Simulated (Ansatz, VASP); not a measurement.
CuO: VASP beside Ansatz

INCAR

```
PREC = Accurate
ENCUT = 520
EDIFF = 1E-6
ISMEAR = 0
SIGMA = 0.05
LREAL = False
LASPH = True
NELM = 150
ALGO = Normal
ISIF = 2
LWAVE = False
LCHARG = False
ISPIN = 2
MAGMOM = 0.55 -0.55 0 0
LORBIT = 11
LMAXMIX = 4
LDAU = True
LDAUTYPE = 2
LDAUL = 2 -1
LDAUU = 8 0
LDAUJ = 0 0
LDAUPRINT = 1
GGA = CA
NBANDS = 29
```

The input KPOINTS:

```
regular mesh
0
Gamma
  7 7 4
```

File POSCAR:

```
CuO
1.0
    2.3446497600     -1.7133998200      0.0000000000
    2.3446497600      1.7133998200      0.0000000000
   -0.8605499100      0.0000000000      5.0594394800
Cu O
2 2
Direct
    0.0032000000      0.4968000000      0.0000000000
    0.4968000000      0.0032000000      0.5000000000
    0.5714000000      0.4056000000      0.2537000000
    0.4056000000      0.5714000000      0.7537000000
```

Input for Ansatz:

```yaml
crystal:
  lattice:
    - [2.34464976, -1.71339982, 0.0]
    - [2.34464976, 1.71339982, 0.0]
    - [-0.86054991, 0.0, 5.05943948]
  atoms:
    - { symbol: Cu, position: [0.0032, 0.4968, 0.0], spin: 0.62 }
    - { symbol: Cu, position: [0.4968, 0.0032, 0.5], spin: -0.62 }
    - { symbol: O, position: [0.5714, 0.4056, 0.2537] }
    - { symbol: O, position: [0.4056, 0.5714, 0.7537] }
basis:
  ecutwfc: 420
  ecutrho_ratio: 4
kpoints:
  mp_grid: { grid: [7, 7, 4] }
hamiltonian:
  xc: lda
  hubbard:
    sites:
      - { site: 0, l: d, u_eff: 8.0, starting_ns: [{ spin: up, occupation_matrix: s0up }, { spin: down, occupation_matrix: s0down }] }
      - { site: 1, l: d, u_eff: 8.0, starting_ns: [{ spin: up, occupation_matrix: s1up }, { spin: down, occupation_matrix: s1down }] }
    occupation_matrices:
      s0up:
        matrix:
          - [0.97, 0.0, 0.0, 0.0, 0.0]
          - [0.0, 0.97, 0.0, 0.0, 0.0]
          - [0.0, 0.0, 0.97, 0.0, 0.0]
          - [0.0, 0.0, 0.0, 0.97, 0.0]
          - [0.0, 0.0, 0.0, 0.0, 0.97]
      s0down:
        matrix:
          - [0.96992, 0.00667, -0.00476, 0.00225, 0.00095]
          - [0.00667, 0.39215, 0.41265, -0.19484, -0.08223]
          - [-0.00476, 0.41265, 0.67533, 0.13914, 0.05872]
          - [0.00225, -0.19484, 0.13914, 0.9043, -0.02773]
          - [0.00095, -0.08223, 0.05872, -0.02773, 0.9583]
      s1up:
        matrix:
          - [0.96992, 0.00667, 0.00476, 0.00225, -0.00095]
          - [0.00667, 0.39215, -0.41265, -0.19484, 0.08223]
          - [0.00476, -0.41265, 0.67533, -0.13914, 0.05872]
          - [0.00225, -0.19484, -0.13914, 0.9043, 0.02773]
          - [-0.00095, 0.08223, 0.05872, 0.02773, 0.9583]
      s1down:
        matrix:
          - [0.97, 0.0, 0.0, 0.0, 0.0]
          - [0.0, 0.97, 0.0, 0.0, 0.0]
          - [0.0, 0.0, 0.97, 0.0, 0.0]
          - [0.0, 0.0, 0.0, 0.97, 0.0]
          - [0.0, 0.0, 0.0, 0.0, 0.97]
    ns_hold: { iters: 8 }
scf:
  occupations: { method: gaussian, width: 0.05 }
  lower_state_search: "off"
  max_iter: 150
output:
  forces: true
  stress: true
  eigenvalues: true
  populations: true
  hubbard: { sites: [{ site: 0, l: d }, { site: 1, l: d }] }
magnetization:
  spin_polarized: true
  spin_locking: { lock_spins: true, n_iters: 12 }
```

Alike in both runs: task single point; functional LDA; k mesh 7 × 7 × 4; occupations gaussian, width 0.05 eV; collinear spin; Hubbard terms Cu d U = 8.0 eV.

|  | VASP | Ansatz |
| --- | --- | --- |
| version | VASP 6.6.1 | Ansatz 0.2.0 |
| potentials or method | VASP PAW LDA potentials, release 64 (Cu, O) | scalar-relativistic, plane waves, PAW |
| plane-wave cutoff (eV) | 520 | 420 |
| valence electrons in the cell | 34 | 50 |

VASP gave:

```
gap on the k mesh at the Fermi level (eV)                     : 1.26
least direct gap on the mesh (eV)                             : 1.49
pressure (GPa)                                                : -14.4
largest component of the traceless stress (GPa)               : 2.66
rms of the force components (eV/Å)                            : 0.367
net moment per atom (μB)                                      : 0.00
size of the moment on the site where the two differ most (μB) : 0.65
```

Which values does Ansatz return?

gap on the k mesh at the Fermi level (eV): 0.53; least direct gap on the mesh (eV): 0.86; pressure (GPa): -6.3; largest component of the traceless stress (GPa): 1.47; rms of the force components (eV/Å): 0.436; net moment per atom (μB): 0.00; size of the moment on the site where the two differ most (μB): 0.55.

Site moments also hang on the region over which each program counts them. The programs project onto different local orbitals, so the same U acts differently. Atom by atom the forces differ by 0.077 eV/Å (rms over components). The two sets of potentials don't hold the same shells in valence. Ansatz warned: «stress_scf_threshold_loose».

Caveats: an odd mesh through Γ misses points on the zone boundary, where band edges often lie. The state reached can hang on the start; a lower one may exist.
